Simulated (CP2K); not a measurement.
TiC:

```
CELL_PARAMETERS angstrom
3.06279 0.00000 0.00000
1.53139 2.65245 0.00000
1.53139 0.88415 2.50076
ATOMIC_POSITIONS crystal
Ti 0.00000 0.00000 0.00000
C 0.50000 0.50000 0.50000
```

The cell is a database's computed one.

Program: CP2K 2026.2. Alike in all runs: no spin polarisation; cell as given; k mesh 11 × 11 × 11.

Order these runs on this cell by their pressure, lowest first.
A. level r2SCAN; potentials or basis POTENTIAL_UZH Ti GTH-SCAN-q12, C GTH-SCAN-q4; TZVP-MOLOPT-SCAN-GTH basis; smearing fermi-dirac 0.01 eV; EPS_DEFAULT 1.0E-9; NGRIDS 5; points a segment of the path (NPOINTS) 10; bands added on the path 2; CUTOFF of the grids 675 Ry
B. level PBEsol; potentials or basis POTENTIAL_UZH Ti GTH-PBE-q12, C GTH-PBE-q4; TZVP-MOLOPT-PBE-GTH basis; smearing fermi-dirac 0.05 eV; EPS_DEFAULT 1.0E-9; NGRIDS 5; points a segment of the path (NPOINTS) 8; bands added on the path 2; CUTOFF of the grids 450 Ry
C. level LDA; potentials or basis GTH_POTENTIALS Ti GTH-PADE-q12, C GTH-PADE-q4; TZVP-MOLOPT-PBE-GTH basis; smearing fermi-dirac 0.01 eV; EPS_DEFAULT 1.0E-10; NGRIDS 4; points a segment of the path (NPOINTS) 6; bands added on the path 4; CUTOFF of the grids 450 Ry
D. level RPBE; potentials or basis POTENTIAL_UZH Ti GTH-PBE-q12, C GTH-PBE-q4; TZVP-MOLOPT-PBE-GTH basis; smearing gaussian 0.02 eV; EPS_DEFAULT 1.0E-10; NGRIDS 4; CUTOFF of the grids 450 Ry

C (-12.4 GPa), B (-5.5 GPa), A (0.4 GPa), D (4.2 GPa).

Caveats: the basis of atomic orbitals isn't converged, which shifts pressures, moduli and gaps; the potentials were made for another functional, which shifts forces and pressure (some runs).

Not every run made on this cell is shown here.
